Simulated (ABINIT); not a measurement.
The system is Ge.

```
CELL_PARAMETERS angstrom
-1.60842 1.60842 1.87318
1.60842 -1.60842 1.87318
1.60842 1.60842 -1.87318
ATOMIC_POSITIONS crystal
Ge 0.50000 0.50000 0.00000
```

The cell was built by a generator and needn't be a form met in nature.

| Quantity | Value |
| --- | --- |
| Program | ABINIT 10.8.3 (patched build) |
| Task | single point |
| Functional | PBE |
| Potentials or basis | JTH PAW PBE v2.0 |
| Cutoff | 599 eV |
| k mesh | 12 × 12 × 12 |
| Occupations | fermi-dirac, width 0.05 eV |
| Spin | no spin polarisation |

On this cell: pressure 0.2 GPa; band gap on the k mesh none (metal or under the smearing width).

The same run follows on a disturbed copy (cell strained at random at fixed volume):

```
Ge
1.0
    -1.64855    1.58576    1.86236
     1.66529   -1.57913    1.87104
     1.63254    1.56312   -1.85667
Ge
1
Direct
  0.46933 0.48551 0.98579
```

Question: What changes?

Answer: The energy (extrapolated to zero smearing) moves by +0.4 meV/atom; pressure 0.0 GPa; band gap on the k mesh none (metal or under the smearing width).

Stress tensor (GPa, compression positive):
```
 0.07 -0.14 -0.05
-0.14 -0.10  0.05
-0.05  0.05  0.03
```
